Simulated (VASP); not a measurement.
Crystal: GaSb.

```
Sb Ga
1.0
     0.00000    3.05900    3.05900
     3.05900    0.00000    3.05900
     3.05900    3.05900    0.00000
Sb Ga
1 1
Direct
  0.75000 0.75000 0.75000
  0.00000 0.00000 0.00000
```

Base run:

- Program: VASP 6.6.1
- Functional: MS2
- Potentials or basis: VASP PAW PBE potentials, release 64 (Sb, Ga_d)
- Cutoff: 520 eV
- k mesh: 8 × 8 × 8
- Occupations: fermi-dirac, width 0.05 eV
- Spin: no spin polarisation

Its results: band gap on the k mesh 0.34 eV, direct; pressure -0.2 GPa.

Problem. The run is repeated on the same cell with these changes: functional from MS2 to revTPSS. What comes out?

Solution. Band gap on the k mesh 0.20 eV, direct; pressure 0.1 GPa.

Caveats: the PAW data sets were made with another functional, which shifts forces and pressure a little; spin-orbit coupling is left out, which moves the levels of the heavy elements.
